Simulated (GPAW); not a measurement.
# Ge (Fd-3m) in GPAW: settings compared

The runs below take Ge through single point, with PBE, LDA.

Program: GPAW 26.7.0. These are calculated values, not measurements. Logs are shortened: lines on timing, memory, paths and dates and some standing lists are left out, and cuts for length are marked. The log counts tension as positive stress, the text compression.

**The experiment to reproduce.**

From “Electronic and optical properties of SixGe1-x-ySny alloys lattice-matched to Ge”, 2021, arxiv:2109.02782, for a bulk crystal of Ge at 300 K: band gap 0.807 eV (direct).

The results are compared with them further down.

## Step 1: Starting point

It takes space group Fd-3m (No. 227, cubic). The conventional cell has a = 5.658 Å, b = 5.658 Å, c = 5.658 Å, α = 90.00°, β = 90.00°, γ = 90.00°. Around Ge (site symmetry -43m) lie 4 Ge at 2.45 Å.

## Step 2: Single point, PBE

Input file run.py:

```python
from ase.io import read
from gpaw import PW
from gpaw.dft import DFT

atoms = read('Ge.cif')

dft = DFT(atoms,
          mode=PW(600),
          xc='PBE',
          kpts={'size': (8, 8, 8), 'gamma': True},
          occupations={'name': 'fermi-dirac', 'width': 0.05},
          nbands=11,
          convergence={'density': 1e-05, 'energy': 1e-05},
          maxiter=150,
          txt='gpaw.txt')
print(f'Energy: {dft.calculate_energy():.6f} eV')
print('Forces (eV/A):')
print(dft.calculate_forces().round(4))
print('Stress (eV/A^3):', dft.calculate_stress().round(6))
dft.write_gpw_file('gs.gpw')
```

Input file Ge.cif:

```cif
data_Ge
_cell_length_a 4.00068289
_cell_length_b 4.00068289
_cell_length_c 4.00068289
_cell_angle_alpha 60.00000000
_cell_angle_beta 60.00000000
_cell_angle_gamma 60.00000000
_space_group_name_H-M_alt 'P1'
_space_group_name_Hall 'P 1'
_space_group_IT_number 1
loop_
_space_group_symop_operation_xyz
'x,y,z'
loop_
_atom_site_label
_atom_site_type_symbol
_atom_site_symmetry_multiplicity
_atom_site_Wyckoff_symbol
_atom_site_fract_x
_atom_site_fract_y
_atom_site_fract_z
_atom_site_occupancy
Ge1 Ge 1 a 0.7500000000 0.7500000000 0.7500000000 1
Ge2 Ge 1 a 0.5000000000 0.5000000000 0.5000000000 1
```

Potentials or basis: GPAW PAW data sets (gpaw-data 1.2.1), pw.

Started as:

```console
$ OMP_NUM_THREADS=1 python run.py
```

gpaw.txt:

```text
Diagonalizing LCAO Hamiltonian
Converting LCAO to pw mode

             Ge
       Ge

Atoms  # Å, Bohr magnetons
|   | symbol |        x |        y |        z |    initial magnetic moments |
|---|--------|----------|----------|----------|-----------------------------|
| 0 |     Ge | 6.001024 | 3.464693 | 2.449908 | ( 0.0000,  0.0000,  0.0000) |
| 1 |     Ge | 4.000683 | 2.309795 | 1.633272 | ( 0.0000,  0.0000,  0.0000) |

Unit cell  # Å
| periodic |        x |        y |        z |  lengths |    angles |
|----------|----------|----------|----------|----------|-----------|
|      yes | 4.000683 | 0.000000 | 0.000000 | 4.000683 | 60.000000 |
|      yes | 2.000341 | 3.464693 | 0.000000 | 4.000683 | 60.000000 |
|      yes | 2.000341 | 1.154898 | 3.266544 | 4.000683 | 60.000000 |

Number of symmetries: 24
Symmetry operations  # r_c * U_cc + t_c -> r_c
|    | kind |            matrix            |
|----|------|------------------------------|
|  0 |  E   |  1, 0, 0,  0, 1, 0,  0, 0, 1 |
|  1 |  σ   |  1, 0, 0,  0, 0, 1,  0, 1, 0 |
|  2 |  σ   |  1, 0,-1,  0, 1,-1,  0, 0,-1 |
|  3 |  C3  |  1, 0,-1,  0, 0,-1,  0, 1,-1 |
|  4 |  C3  |  1,-1, 0,  0,-1, 1,  0,-1, 0 |
|  5 |  σ   |  1,-1, 0,  0,-1, 0,  0,-1, 1 |
|  6 |  σ   |  0, 1, 0,  1, 0, 0,  0, 0, 1 |
|  7 |  C3  |  0, 1, 0,  0, 0, 1,  1, 0, 0 |
|  8 |  C2  |  0, 1,-1,  1, 0,-1,  0, 0,-1 |
|  9 |  S4  |  0, 1,-1,  0, 0,-1,  1, 0,-1 |
| 10 |  C3  |  0, 0, 1,  1, 0, 0,  0, 1, 0 |
| 11 |  σ   |  0, 0, 1,  0, 1, 0,  1, 0, 0 |
| 12 |  S4  |  0, 0,-1,  1, 0,-1,  0, 1,-1 |
| 13 |  C3  |  0, 0,-1,  0, 1,-1,  1, 0,-1 |
| 14 |  S4  |  0,-1, 1,  1,-1, 0,  0,-1, 0 |
| 15 |  C2  |  0,-1, 1,  0,-1, 0,  1,-1, 0 |
| 16 |  C3  |  0,-1, 0,  1,-1, 0,  0,-1, 1 |
| 17 |  S4  |  0,-1, 0,  0,-1, 1,  1,-1, 0 |
| 18 |  S4  | -1, 1, 0, -1, 0, 1, -1, 0, 0 |
| 19 |  C3  | -1, 1, 0, -1, 0, 0, -1, 0, 1 |
| 20 |  C3  | -1, 0, 1, -1, 1, 0, -1, 0, 0 |
| 21 |  S4  | -1, 0, 1, -1, 0, 0, -1, 1, 0 |
| 22 |  σ   | -1, 0, 0, -1, 1, 0, -1, 0, 1 |
| 23 |  C2  | -1, 0, 0, -1, 0, 1, -1, 1, 0 |

BZ-sampling:
  Number of BZ points: 512
  Number of IBZ points: 29

  Monkhorst-Pack size: [8, 8, 8]
  Monkhorst-Pack shift: [0.0625, 0.0625, 0.0625]

K-points  # in reciprocal-cell coordinates
|     |                                coordinates |     weight |
|-----|--------------------------------------------|------------|
|   0 | (  0.00000000,   0.00000000,   0.00000000) | 0.00195312 |
|   1 | (  0.12500000,   0.12500000,   0.00000000) | 0.01171875 |
|   2 | (  0.12500000,   0.12500000,   0.12500000) | 0.01562500 |
|   3 | (  0.25000000,   0.12500000,   0.12500000) | 0.02343750 |
|   4 | (  0.25000000,   0.25000000,   0.00000000) | 0.01171875 |
|   5 | (  0.25000000,   0.25000000,   0.12500000) | 0.04687500 |
|   6 | (  0.25000000,   0.25000000,   0.25000000) | 0.01562500 |
|   7 | (  0.37500000,   0.25000000,  -0.37500000) | 0.04687500 |
|   8 | (  0.37500000,   0.25000000,   0.12500000) | 0.04687500 |
|   9 | (  0.37500000,   0.25000000,   0.25000000) | 0.04687500 |
| ... |                                            |            |
|  28 | (  0.50000000,   0.50000000,   0.50000000) | 0.00781250 |

Plane wave coefficients: 1540
Cutoff: 600.0 eV

Spin-components: 1 (collinear spins)
Bands:           11
Projectors:      10
Spin-degeneracy: 2
Datatype:        complex128

Density:
  Valence electrons: 8.0
  Components: 1
  Grid points: [24 24 24]
  Charge: 0.0  # |e|

Potential:
  Grid points: [24 24 24]

species:
  Ge:
    name:    Germanium
    Z:       32.0
    valence: 4
    core:    28
    charge:  0.0  # [|e|]
    compensation charges:
      type: gauss
      rc: 0.32  # [Å]
      lmax: 2
    cutoffs:
      filter: 1.77  # [Å]
      core: 3.42  # [Å]
    projectors
    | kind |    occ | energy [eV] | rcut [Å] |
    |------|--------|-------------|----------|
    |   4s |  2.000 |     -11.726 |    1.005 |
    |   4p |  2.000 |      -3.896 |    1.005 |
    |    s |        |      15.485 |    1.005 |
    |    p |        |      23.315 |    1.005 |
    |    d |        |       0.000 |    1.005 |

    Using partial waves for Ge as LCAO basis

Reference energy: -114195.275705  # eV

eigensolver:
  PPCG
  Converge bands: occupied
  niter=2

density mixing:
  MSR1-Mixer
  Pratt-step length: 0.05
  Maximum mixing coefficient: 0.75
  Old densities: 10
  SVD Regularization: 0.005
  Good broyden scale: 1.0
  Trust region scale: 1.0
  Backstep threshold: 4.0
  History deletion threshold: 6.0
  Fourier metric: weight=20.0, sigma=0.015

occupation numbers:
  Fermi-Dirac:
    width: 0.0500  # eV

poisson solver:
  ecut: 4800.0  # eV

xc functional:
  name: PBE with 2 nearest neighbor stencil

convergence criteria:
- Maximum integral of absolute [dens]ity change: 1e-05 electrons / valence electron
- Maximum [total energy] change in last 3 cyles: 1e-05 eV / valence electron
- Maximum integral of absolute [eigenst]ate change: 4e-08 eV^2 / valence electron
maximum number of iterations: 150

SCF iterations
|iter     | |      energy | eigst |  dens |
|---------|-|-------------|-------|-------|
|iter:   1| |   -9.029696 | -0.45 |       |
|iter:   2| |   -9.026874 | -2.72 | -0.91 |
|iter:   3| |   -8.995468 | -2.68 | -0.93 |
|iter:   4| |   -8.995500 | -3.59 | -1.53 |
|iter:   5| |   -8.995593 | -5.23 | -2.48 |
|iter:   6| |   -8.995601 | -6.77 | -3.16 |
|iter:   7| |   -8.995601c| -7.89c| -3.75 |
|iter:   8| |   -8.995601c| -8.44c| -5.09c|
SCF steps: 8
Energy contributions relative to reference atoms: (reference = -114195.275705)

Energy contributions:
  Kinetic:          26.188021
  Coulomb:         -23.369187
  Zero:              0.005493
  External:          0.000000
  Xc:              -11.819591
  Entropy:          -0.000673
  Spinorbit:         0.000000
  ----------------------------
  Free energy:      -8.995937
  Extrapolated:     -8.995601

Forces  # eV/Ang
|        x |        y |        z |
|----------|----------|----------|
|  0.00000 |  0.00000 |  0.00000 |  # Ge   0
| -0.00000 | -0.00000 | -0.00000 |  # Ge   1

Stress tensor  # eV/Ang^3
|         x |         y |         z |
|-----------|-----------|-----------|
| -0.024333 |  0.000000 |  0.000000 |
|  0.000000 | -0.024333 |  0.000000 |
|  0.000000 |  0.000000 | -0.024333 |

Writing to gs.gpw (mode='')

  __  _  _
 | _ |_)|_||  |
 |__||  | ||/\| - 26.7.0

Input parameters:
  mode=PW(ecut=600.0),
  convergence={'density': 1e-05, 'energy': 1e-05},
  kpts=MonkhorstPack(size=(8, 8, 8), gamma=True),
  maxiter=150,
  nbands=11,
  occupations=Occupations(name='fermi-dirac', width=0.05),
  xc=XC(name='PBE')
# Writing to gs.gpw (mode='')
```

It took 8.9 s on 1 thread of Intel Xeon Platinum 8488C (Sapphire Rapids), shared host; peak memory 0.15 GiB.

What came out:

* Free energy: -8.9959 eV
* Pressure: 3.9 GPa
* Band gap on the k mesh: 0.09 eV, direct

Levels at points of the mesh, in eV from the valence-band top:
```csv
k point,band 1,band 2,band 3,band 4,band 5,band 6,band 7
"(0.00, 0.00, 0.00)",-12.76,0.00,0.00,0.00,0.09,2.56,2.56
"(0.50, 0.50, 0.00)",-8.88,-8.88,-3.07,-3.07,0.74,0.74,9.54
"(0.50, 0.50, 0.50)",-10.68,-7.59,-1.40,-1.40,0.20,3.75,3.75
```

## Step 3: Single point, LDA

Input file run.py:

```python
from ase.dft.bandgap import bandgap
from ase.io import read, write
from ase.units import GPa
from gpaw import GPAW, PW

atoms = read('Ge.xyz')

calc = GPAW(mode=PW(400),
            xc='LDA',
            kpts={'size': (7, 7, 7), 'gamma': True},
            occupations={'name': 'fermi-dirac', 'width': 0.01},
            nbands=11,
            convergence={'density': 1e-05, 'energy': 1e-05},
            maxiter=150,
            txt='gpaw.txt')
atoms.calc = calc
energy = atoms.get_potential_energy()
forces = atoms.get_forces()
stress = atoms.get_stress()
calc.write('gs.gpw')
write('result.traj', atoms)
print(f'Energy: {energy:.6f} eV')
print('Forces (eV/A):')
print(forces.round(4))
print('Stress (GPa):', (stress / GPa).round(3))
print('Fermi level:', round(calc.get_fermi_level(), 4), 'eV')
print(f'Gap: {bandgap(calc)[0]:.4f} eV, direct: {bandgap(calc, direct=True)[0]:.4f} eV')
```

Input file Ge.xyz:

```xyz
2
Lattice="0.0000000000 2.8289100000 2.8289100000 2.8289100000 0.0000000000 2.8289100000 2.8289100000 2.8289100000 0.0000000000" Properties=species:S:1:pos:R:3 pbc="T T T"
Ge     4.2433650000      4.2433650000      4.2433650000
Ge     2.8289100000      2.8289100000      2.8289100000
```

Potentials or basis: the program's PAW data sets (release 1.2.1) made for this functional, pw.

Started as:

```console
$ OMP_NUM_THREADS=1 python run.py
```

It took 4.3 s on 1 thread of Intel Xeon Platinum 8259CL at 2.50GHz (Skylake/Cascade Lake), shared host; peak memory 0.13 GiB.

The run converged, but some of its settings lie outside the range that counts as converged, so its numbers aren't taken as properties of the crystal.

Results:

| Property | Result |
| --- | --- |
| Free energy | -10.3612 eV |
| Pressure | -1.0 GPa |
| Band gap on the k mesh | none (metal or under the smearing width) |

Caveat: the cutoff is short for stress and forces, so pressures can be off by a GPa or more; this crystal is a semiconductor, whose small gap the functional closes, so the metal is an error of the method.

## Step 4: The reference run

An earlier run on the cell as given: functional PBE; potentials or basis GPAW PAW data sets (gpaw-data 1.2.1); cutoff 600 eV; basis pw; k mesh 8 × 8 × 8; occupations fermi-dirac, width 0.05 eV; no spin polarisation.

- Pressure: 3.9 GPa
- Band gap on the k mesh: 0.09 eV, direct

## Step 5: How close it comes

Step 2. Measured gap of Ge: 0.807 eV (direct; 300 K; “Electronic and optical properties of SixGe1-x-ySny alloys lattice-matched to Ge”, 2021, arxiv:2109.02782). This calculation gives 0.09 eV (-0.72 eV). 3 values of this kind are on record (0.666 to 0.807 eV); this one was drawn at random among those near their median. Spin-orbit coupling on Ge is left out. The value is that of PBE on a finite k mesh, which can miss the band edges, without temperature or zero-point motion. Semilocal functionals fall short of measured gaps as a rule.
